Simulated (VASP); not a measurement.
## AlN: single point with PBE

**What was measured.**

From “Self-assembly of well-separated AlN nanowires directly on sputtered metallic TiN films”, 2019, arxiv:1910.07391, for a bulk crystal of AlN at 10 K: band gap 6.034 eV (an exciton energy, a little under the gap).

AlN:

```
CELL_PARAMETERS angstrom
3.11300 0.00000 0.00000
-1.55650 2.69594 0.00000
0.00000 0.00000 4.98100
ATOMIC_POSITIONS crystal
Al 0.66667 0.33333 0.50000
Al 0.33333 0.66667 0.00000
N 0.66667 0.33333 0.88000
N 0.33333 0.66667 0.38000
```

```yaml
Program: VASP 6.6.1
Task: single point
Functional: PBE
Potentials_or_basis: VASP PAW PBE potentials, release 64 (Al, N)
Cutoff: 520 eV
k_mesh: 10 × 10 × 6
Occupations: fermi-dirac, width 0.05 eV
Spin: no spin polarisation
```

```yaml
Pressure: 3.5 GPa
Largest_force: 0.129 eV/Å
Band_gap_on_the_k_mesh: 4.22 eV, direct
```

Forces in eV/Å, atoms in the order of the input:
```
Al   0.000  0.000 -0.129
Al   0.000  0.000 -0.129
N    0.000  0.000  0.129
N    0.000  0.000  0.129
```

Stress tensor (GPa, compression positive):
```
2.90 0.00 0.00
0.00 2.90 0.00
0.00 0.00 4.56
```

Levels at points of the mesh, in eV from the valence-band top:
| k point | band 4 | band 5 | band 6 | band 7 | band 8 | band 9 | band 10 | band 11 | band 12 | band 13 |
| --- | --- | --- | --- | --- | --- | --- | --- | --- | --- | --- |
| (0.00, 0.00, 0.00) | -0.83 | -0.83 | -0.18 | -0.18 | 0.00 | 4.22 | 6.66 | 10.61 | 11.17 | 11.17 |
| (0.50, 0.00, 0.00) | -4.13 | -3.33 | -2.06 | -1.77 | -0.66 | 5.82 | 5.83 | 8.20 | 10.30 | 10.91 |
| (0.00, 0.00, 0.50) | -3.32 | -0.52 | -0.52 | -0.52 | -0.52 | 6.47 | 6.47 | 10.34 | 10.34 | 11.48 |
| (0.50, 0.00, 0.50) | -5.57 | -1.43 | -1.43 | -1.35 | -1.35 | 5.33 | 5.33 | 9.29 | 9.29 | 11.83 |

Wall time 21 s on 1 thread of Intel(R) Xeon(R) 6975P-C (Granite Rapids) (shared host), peak memory 0.16 GiB.

A measured gap of AlN is 6.034 eV (an exciton energy, a little under the gap; 10 K; quoted in “Self-assembly of well-separated AlN nanowires directly on sputtered metallic TiN films”, 2019, arxiv:1910.07391); the calculated 4.22 eV misses it by -1.81 eV. 2 values of this kind are on record (6.034 to 6.0343 eV); this one was drawn at random. The value is that of PBE on a finite k mesh, which can miss the band edges, without temperature or zero-point motion. Semilocal functionals fall short of measured gaps as a rule.
